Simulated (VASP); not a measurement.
# HfO2 (Fm-3m) in VASP: Born charges and dielectric tensor with LDA

Aim: the Born charges and dielectric tensor of HfO2 with LDA.

Everything below comes from runs of VASP 6.6.1. Logs are shortened: lines on timing, memory, paths and dates and some standing lists are left out, and cuts for length are marked.

### 1 The crystal as given

Symmetry: Fm-3m, No. 225, cubic system. The conventional cell has a = 5.019 Å, b = 5.019 Å, c = 5.019 Å, α = 90.00°, β = 90.00°, γ = 90.00°. Around Hf (site symmetry m-3m) lie 8 O at 2.17 Å. O (site symmetry -43m) is surrounded by 4 Hf at 2.17 Å.

Measurements of this composition are mostly on another form, of space group No. 14.

### 2 Born charges and dielectric tensor, LDA

Input file INCAR:

```
SYSTEM = HfO2
PREC = Accurate
ENCUT = 600
EDIFF = 1E-8
ISMEAR = 0
SIGMA = 0.02
LREAL = .FALSE.
LASPH = .TRUE.
NELM = 100
ALGO = Normal
ISIF = 2
LWAVE = .FALSE.
LCHARG = .FALSE.
GGA = CA
LEPSILON = .TRUE.
IBRION = 8
NSW = 1
```

Input file KPOINTS:

```
regular mesh
0
G
  8 8 8
  0 0 0
```

Input file POSCAR:

```
HfO2
1.0
    0.0000000000      2.5093900000      2.5093900000
    2.5093900000      0.0000000000      2.5093900000
    2.5093900000      2.5093900000      0.0000000000
Hf O
1 2
Direct
    0.0000000000      0.0000000000      0.0000000000
    0.7500000000      0.7500000000      0.7500000000
    0.2500000000      0.2500000000      0.2500000000
```

Potentials or basis: VASP PAW LDA potentials, release 64 (Hf_pv, O).

On the command line:

```
cat potpaw_LDA.64/Hf_pv/POTCAR potpaw_LDA.64/O/POTCAR > POTCAR
mpirun -np 1 vasp_std > vasp.out
```

OUTCAR:

```text
SYSTEM = HfO2
   PREC = Accurate
   ENCUT = 600
   EDIFF = 1E-8
   ISMEAR = 0
   LREAL = .FALSE.
   LASPH = .TRUE.
   NELM = 100
   ISIF = 2
   GGA = CA
   LEPSILON = .TRUE.
   IBRION = 8
   NSW = 1

 ion  position               nearest neighbor table
   1  0.000  0.000  0.000-   2 2.17   2 2.17   2 2.17   2 2.17   3 2.17   3 2.17   3 2.17   3 2.17

   2  0.750  0.750  0.750-   1 2.17   1 2.17   1 2.17   1 2.17
   3  0.250  0.250  0.250-   1 2.17   1 2.17   1 2.17   1 2.17

  LATTYP: Found a face centered cubic cell.
 ALAT       =     5.0187800000

  Lattice vectors:

 A1 = (   0.0000000000,   2.5093900000,   2.5093900000)
 A2 = (   2.5093900000,   0.0000000000,   2.5093900000)
 A3 = (   2.5093900000,   2.5093900000,   0.0000000000)

Analysis of symmetry for initial positions (statically):
=====================================================================
 Subroutine PRICEL returns:
 Original cell was already a primitive cell.

 Routine SETGRP: Setting up the symmetry group for a
 face centered cubic supercell.

 Subroutine GETGRP returns: Found 48 space group operations
 (whereof 48 operations were pure point group operations)
 out of a pool of 48 trial point group operations.

The static configuration has the point symmetry O_h .

Analysis of symmetry for dynamics (positions and initial velocities):
=====================================================================
 Subroutine PRICEL returns:
 Original cell was already a primitive cell.

 Routine SETGRP: Setting up the symmetry group for a
 face centered cubic supercell.

 Subroutine GETGRP returns: Found 48 space group operations
 (whereof 48 operations were pure point group operations)
 out of a pool of 48 trial point group operations.

The dynamic configuration has the point symmetry O_h .

[... 684 lines left out ...]
  --------------------------------------------------------------------------------
  x     0.00000     0.00000     0.00000     0.00000     0.00000     0.00000
  y     0.00000     0.00000     0.00000     0.00000     0.00000     0.00000
  z     0.00000     0.00000     0.00000     0.00000     0.00000     0.00000

 PIEZOELECTRIC TENSOR (including local field effects)  for field in x, y, z        (C/m^2)
          XX          YY          ZZ          XY          YZ          ZX
  --------------------------------------------------------------------------------
  x     0.00000     0.00000     0.00000     0.00000     0.00000     0.00000
  y     0.00000     0.00000     0.00000     0.00000     0.00000     0.00000
  z     0.00000     0.00000     0.00000     0.00000     0.00000     0.00000

 BORN EFFECTIVE CHARGES (including local field effects) (in |e|, cummulative output)
 ---------------------------------------------------------------------------------
 ion    1
    1     5.54530     0.00000     0.00000
    2     0.00000     5.54530     0.00000
    3     0.00000     0.00000     5.54530
 ion    2
    1    -2.77265     0.00000     0.00000
    2     0.00000    -2.77265     0.00000
    3     0.00000     0.00000    -2.77265
 ion    3
    1    -2.77265     0.00000     0.00000
    2     0.00000    -2.77265     0.00000
    3     0.00000     0.00000    -2.77265

 INTERNAL STRAIN TENSOR FOR ION    3 for displacements in x,y,z  (eV/Angst):
          X           Y           Z          XY          YZ          ZX
  --------------------------------------------------------------------------------
  x     0.00000    -0.00000    -0.00000     0.00000    -7.54808     0.00000
  y    -0.00000     0.00000    -0.00000     0.00000     0.00000    -7.54808
  z    -0.00000    -0.00000     0.00000    -7.54808     0.00000     0.00000

 SECOND DERIVATIVES (NOT SYMMETRIZED)
 ------------------------------------
               1X          1Y          1Z          2X          2Y          2Z          3X          3Y          3Z
  1X    -5.529536    0.000000    0.000000    2.764768    0.000000    0.000000    2.764768    0.000000    0.000000
  1Y     0.000000   -5.529536    0.000000    0.000000    2.764768    0.000000    0.000000    2.764768    0.000000
  1Z     0.000000    0.000000   -5.529536    0.000000    0.000000    2.764768    0.000000    0.000000    2.764768
  2X     2.755391    0.000000    0.000000  -11.442876    0.000000    0.000000    8.687484    0.000000    0.000000
  2Y     0.000000    2.755391    0.000000    0.000000  -11.442876    0.000000    0.000000    8.687484    0.000000
  2Z     0.000000    0.000000    2.755391    0.000000    0.000000  -11.442876    0.000000    0.000000    8.687484
  3X     2.755391    0.000000    0.000000    8.687484    0.000000    0.000000  -11.442876    0.000000    0.000000
  3Y     0.000000    2.755391    0.000000    0.000000    8.687484    0.000000    0.000000  -11.442876    0.000000
  3Z     0.000000    0.000000    2.755391    0.000000    0.000000    8.687484    0.000000    0.000000  -11.442876

 Eigenvectors and eigenvalues of the dynamical matrix
 ----------------------------------------------------

   1 f  =   17.535433 THz   110.178378 2PiTHz  584.919100 cm-1    72.520693 meV
             X         Y         Z           dx          dy          dz
      0.000000  0.000000  0.000000    -0.000000   -0.000000   -0.000000
      3.764085  3.764085  3.764085    -0.619704    0.340540    0.000000
      1.254695  1.254695  1.254695     0.619704   -0.340540    0.000000
[... 43 lines left out ...]
   9 f/i=    0.004303 THz     0.027037 2PiTHz    0.143533 cm-1     0.017796 meV
             X         Y         Z           dx          dy          dz
      0.000000  0.000000  0.000000     0.653406    0.547120    0.348217
      3.764085  3.764085  3.764085     0.195963    0.164087    0.104434
      1.254695  1.254695  1.254695     0.195963    0.164087    0.104434

--------------------------------------------------------------------------------------------------------

 MACROSCOPIC STATIC DIELECTRIC TENSOR IONIC CONTRIBUTION
 ------------------------------------------------------
          31.877495     0.000000    -0.000000
           0.000000    31.877495    -0.000000
          -0.000000    -0.000000    31.877495
 ------------------------------------------------------

 ELASTIC MODULI CONTR FROM IONIC RELAXATION (kBar)
 Direction    XX          YY          ZZ          XY          YZ          ZX
 --------------------------------------------------------------------------------
 XX          -0.0000     -0.0000     -0.0000     -0.0000      0.0000     -0.0000
 YY          -0.0000     -0.0000     -0.0000     -0.0000     -0.0000      0.0000
 ZZ          -0.0000     -0.0000     -0.0000      0.0000     -0.0000     -0.0000
 XY          -0.0000     -0.0000      0.0000   -286.9642      0.0000      0.0000
 YZ           0.0000     -0.0000     -0.0000      0.0000   -286.9642      0.0000
 ZX          -0.0000      0.0000     -0.0000      0.0000      0.0000   -286.9642
 --------------------------------------------------------------------------------

 PIEZOELECTRIC TENSOR IONIC CONTR  for field in x, y, z        (C/m^2)
          XX          YY          ZZ          XY          YZ          ZX
  --------------------------------------------------------------------------------
  x    -0.00000    -0.00000    -0.00000    -0.00000    -0.00000     0.00000
  y    -0.00000     0.00000     0.00000     0.00000     0.00000    -0.00000
  z     0.00000     0.00000    -0.00000     0.00000    -0.00000    -0.00000
```

OSZICAR:

```text
N       E                     dE             d eps       ncg     rms          rms(c)
DAV:   1     0.107693699234E+03    0.10769E+03   -0.14076E+04   870   0.162E+03
DAV:   2    -0.346644057785E+02   -0.14236E+03   -0.14047E+03  1138   0.343E+02
DAV:   3    -0.386516490394E+02   -0.39872E+01   -0.39848E+01  1122   0.559E+01
[... 12 lines left out ...]
RMM:   9    -0.361177742552E+00   -0.27611E-05   -0.63207E-09  5061   0.487E-04    0.324E-04
RMM:  10    -0.361177612726E+00    0.12983E-06   -0.11664E-09  5272   0.142E-04    0.410E-04
RMM:  11    -0.361177332828E+00    0.27990E-06   -0.12823E-08  5030   0.657E-05    0.559E-05
RMM:  12    -0.361177257414E+00    0.75413E-07   -0.24587E-09  5141   0.224E-05    0.170E-05
RMM:  13    -0.361177287037E+00   -0.29623E-07   -0.16435E-10  5173   0.134E-05    0.593E-06
RMM:  14    -0.361177291688E+00   -0.46508E-08   -0.27564E-09  4624   0.792E-06    0.333E-06
 Linear response finished
```

stdout:

```text
POSCAR found type information on POSCAR HfO
 POSCAR found :  2 types and       3 ions
 scaLAPACK will be used
 LDA part: xc-table for (Slater(with rela. corr.)+CA(PZ))
 , standard interpolation
 POSCAR, INCAR and KPOINTS ok, starting setup
 FFT: planning ... GRIDC
 FFT: planning ... GRID_SOFT
 FFT: planning ... GRID
[... 24 lines left out ...]
 Linear response to external field, progress :
  Direction:   3
 dielectric tensor                  component  3 :     0.006     0.044     5.345
 Linear response DOF=           2
 Linear response progress:
 first order change of Fermi-energy   0.12769E-04
 force on displaced ion       1 direction 1 :  -5.530   0.000   0.000
 Born effective charge ion    1 direction 1 :   5.545   0.000   0.000
 Linear response progress:
 first order change of Fermi-energy   0.62202E+00
 force on displaced ion       2 direction 1 : -11.443  -0.000  -0.000
 Born effective charge ion    2 direction 1 :  -2.773   0.000   0.000
 Born effective charges drift removed
 Linear response finished
```

Wall time 2.3 min (1 thread of Intel Xeon 6975P-C (Granite Rapids), shared host); peak memory 0.3 GiB.

What came out:

| Quantity | Value |
| --- | --- |
| Band gap on the k mesh | 3.68 eV, direct |
| Electronic dielectric tensor (diagonal) | 5.35 |
| Born charges (mean of the diagonal) | Hf +5.55; O -2.77 e |
| Highest phonon frequency at Γ, LO-TO splitting left out | 585 cm⁻¹ |

Phonon frequencies in cm⁻¹ (negative: imaginary):
```tsv
q point	frequencies
(0.000, 0.000, 0.000)	0 0 0 235 235 235 585 585 585
```

Electronic dielectric tensor:
```
5.35 0.00 0.00
0.00 5.35 0.00
0.00 0.00 5.35
```

Born effective charge tensors (e):
atom 1, Hf
```
5.55 0.00 0.00
0.00 5.55 0.00
0.00 0.00 5.55
```
atom 2, O
```
-2.77  0.00  0.00
 0.00 -2.77  0.00
 0.00  0.00 -2.77
```
atom 3, O
```
-2.77  0.00  0.00
 0.00 -2.77  0.00
 0.00  0.00 -2.77
```

Caveat: spin-orbit coupling is left out, which moves the levels of the heavy elements.
